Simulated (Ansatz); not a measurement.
Abstraction of F: CHF3 + NO → CHF2 + NOF

Species: CHF3 (trifluoromethane) `FC(F)F`, singlet; NO (nitric oxide), doublet; CHF2 (difluoromethyl radical) `F[CH]F`, doublet; NOF (nitrosyl fluoride) `O=NF`, singlet. A radical takes F: the energy is the difference in strength between the C–F bond broken and the N–F bond made.

Shapes, held fixed at every level: PBE0-D4/def2-TZVP. Programs: Ansatz 0.2.0. The zero-point and thermal change to 298 K, harmonic and unscaled (PBE0-D4/def2-TZVP), is -7.3 kJ/mol.

```
               level                    kind  ΔH(298 K) (kJ/mol)  less CCSD(T)/CBS estimate
         HF/def2-SVP            Hartree–Fock              +368.6                      +90.7
 B3LYP-D4/def2-TZVPP           global hybrid              +255.9                      -22.0
  wB97M-V/def2-TZVPP  range-separated hybrid              +276.4                       -1.5
   B2PLYP/def2-TZVPP           double hybrid              +266.2                      -11.7
       CCSD/def2-SVP   coupled cluster or CI              +319.4                      +41.5
     CCSD/def2-TZVPP   coupled cluster or CI              +298.7                      +20.8
CCSD(T)/CBS estimate   coupled cluster or CI              +277.9                        0.0
```

The highest level, CCSD(T)/CBS estimate, gives ΔH(298 K) = +277.9 kJ/mol; the levels span +255.9 to +368.6. The column of differences is taken from that level and isn't an error. No measured value is set beside it here. Spin contamination: NO (⟨S²⟩ up to 0.78). Open shells run unrestricted. The CBS estimate extrapolates MP2 from def2-TZVPP and def2-QZVPP and adds CCSD(T) − MP2 in the triple-zeta set, cores frozen.
